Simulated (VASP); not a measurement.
# VASP 6.6.1 run: HgSe

INCAR

```
NSW = 0
LASPH = .TRUE.
LWAVE = .FALSE.
LREAL = .FALSE.
NELM = 55
PREC = Accurate
SIGMA = 0.02
IBRION = -1
GGA = PE
ISIF = 2
LCHARG = .FALSE.
NBANDS = 16
ENCUT = 520
ISMEAR = -5
EDIFF = 1E-7
```

KPOINTS

```
KPOINTS created by Atomic Simulation Environment
0
Gamma
1 1 2
0 0 0
```

POSCAR

```
Hg Se
 1.0000000000000000
     0.0000000000000000    2.9689584933000002    2.9689584933000002
     2.9689584933000002    0.0000000000000000    2.9689584933000002
     2.9689584933000002    2.9689584933000002    0.0000000000000000
 Hg  Se
   1   1
Cartesian
  0.0000000000000000  0.0000000000000000  0.0000000000000000
  1.4844792466499999  1.4844792466499999  1.4844792466499999
```

The recommended PBE PAW datasets give the neutral cell 18 valence electrons.

Command

```
mpirun -np 1 vasp_std
```

Standard output (part)

```
POSCAR found type information on POSCAR HgSe
 POSCAR found :  2 types and       2 ions
 LDA part: xc-table for (Slater+PW92), standard interpolation
|     Your reciprocal lattice and k-lattice belong to different lattice       |
|     classes:                                                                |
|        The reciprocal lattice is body-centered cubic,                       |
|        whereas your k-lattice is rhombohedral (trigonal).                   |
|     Results are often still useful ...                                      |
|     EEEEEEE  RRRRRR   RRRRRR   OOOOOOO  RRRRRR      ###     ###     ###     |
|     E        R     R  R     R  O     O  R     R     ###     ###     ###     |
|     E        R     R  R     R  O     O  R     R     ###     ###     ###     |
|     EEEEE    RRRRRR   RRRRRR   O     O  RRRRRR       #       #       #      |
|     E        R    R   R    R   O     O  R    R      ###     ###     ###     |
|     EEEEEEE  R     R  R     R  OOOOOOO  R     R     ###     ###     ###     |
|     IBZKPT: tetrahedron method fails for NKPT<4. NKPT = 2                   |
|       ---->  I REFUSE TO CONTINUE WITH THIS SICK JOB ... BYE!!! <----       |
```

VASP stopped before the first electronic step.

Q: Find the fault in these files.

A: Tetrahedra on too few k points. VASP stopped before the first electronic step.
